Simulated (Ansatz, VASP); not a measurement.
**One calculation of GaN, two programs**

```
CELL_PARAMETERS angstrom
0.00000 2.13524 2.13524
2.13524 0.00000 2.13524
2.13524 2.13524 0.00000
ATOMIC_POSITIONS crystal
Ga 0.00000 0.00000 0.00000
N 0.50000 0.50000 0.50000
```

Measurements of this composition are mostly on another form, of space group No. 186.

Alike in both runs: task single point; functional BLYP; k mesh 8 × 8 × 8; no spin polarisation.

|  | VASP | Ansatz |
| --- | --- | --- |
| version | VASP 6.6.1 | Ansatz 0.2.0 |
| potentials or method | VASP PAW PBE potentials, release 64 (Ga_d, N) | plane waves, PAW |
| plane-wave cutoff (eV) | 520 | 420 |
| occupations | gaussian, width 0.01 eV | fixed |
| valence electrons in the cell | 18 | 18 |

Ansatz gave:

```
gap on the k mesh at the Fermi level (eV) : 0.30
```

Question: Estimate VASP's values.

Answer: gap on the k mesh at the Fermi level (eV): 0.33.
